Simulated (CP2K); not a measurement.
Runs of CP2K 2026.2 on CdSe. Symmetry: F-43m, No. 216, cubic system. The conventional cell has a = 6.141 Å, b = 6.141 Å, c = 6.141 Å, α = 90.00°, β = 90.00°, γ = 90.00°. Around Cd (site symmetry -43m) lie 4 Se at 2.66 Å. Around Se (site symmetry -43m) lie 4 Cd at 2.66 Å. Measurements of this composition are mostly on another form, of space group No. 186.

```csv
potentials or basis,gap on the mesh (eV),pressure (GPa)
"POTENTIAL_UZH Cd GTH-SCAN-q12, Se GTH-SCAN-q6; DZVP-MOLOPT-SR-GTH basis",0.77,2.6
"POTENTIAL_UZH Cd GTH-PBE0-q12, Se GTH-PBE0-q6; DZVP-MOLOPT-SR-GTH basis",0.76,1.8
"GTH_POTENTIALS Cd GTH-PBE-q12, Se GTH-PBE-q6; DZVP-MOLOPT-SR-GTH basis",0.55,2.1
"GTH_POTENTIALS Cd GTH-PBE-q12, Se GTH-BLYP-q6; DZVP-MOLOPT-SR-GTH basis",(b),2.1
"GTH_POTENTIALS Cd GTH-PADE-q12, Se GTH-PADE-q6; DZVP-MOLOPT-SR-GTH basis",0.55,(a)
```

Alike in all rows: task band structure; level PBE; no spin polarisation; cell as given; k mesh 8 × 8 × 8; smearing fermi-dirac 0.05 eV.

Q: Estimate the missing entries.

A: (a) 0.8; (b) 0.54.

Caveats: the basis of atomic orbitals isn't converged, which shifts pressures, moduli and gaps; the potentials were made for another functional, which shifts forces and pressure (some runs).

A k mesh can miss the band edges, and the runs leave out spin-orbit coupling on Cd, Se.
